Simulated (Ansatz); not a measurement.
Runs of Ansatz 0.2.0 on HfC. The structure is cubic, space group Fm-3m (No. 225). The conventional cell has a = 4.650 Å, b = 4.650 Å, c = 4.650 Å, α = 90.00°, β = 90.00°, γ = 90.00°. Around Hf (site symmetry m-3m) lie 6 C at 2.33 Å. C (site symmetry m-3m) has 6 Hf at 2.33 Å as nearest neighbours. 

```tsv
task	level	U	cell	cutoff (eV)	smearing	gap on the mesh (eV)	pressure (GPa)	relaxed volume (Å³/atom)
relaxation of cell and atoms	RPBE+D4+U	Hf d U = 3 eV	relaxed	-	tetrahedron	none	0.0	(a)
relaxation of cell and atoms	BLYP+D4	-	relaxed	-	fermi-dirac 0.05 eV	-	0.0	12.60
relaxation of cell and atoms	BLYP	-	relaxed	-	fermi-dirac 0.05 eV	-	0.0	12.99
single point	PBE	-	as given	303	gaussian 0.021 eV	none	0.3	-
single point	PBE	-	as given	303	gaussian 0.02 eV	none	0.3	-
```

Alike in all rows: potentials or basis all-electron LAPW, scalar-relativistic; no spin polarisation; k mesh 10 × 10 × 10; basis error allowed 0.001 eV/atom.

Q: Fill in the values left out.

A: (a) 12.68.

Caveats: U is the effective U less J, on atomic orbitals that reach past the spheres (some runs); U without spin polarisation on a metal has little footing (some runs); pairwise dispersion overbinds metals, which lowers pressure and volume (some runs); the U is typed as a test and isn't derived for this compound (some runs); with tetrahedron occupations forces and stress needn't match the slope of the energy (some runs).

A k mesh can miss the band edges, and the runs leave out spin-orbit coupling on Hf.

A gap of «none» marks a metal or a gap under the smearing width.
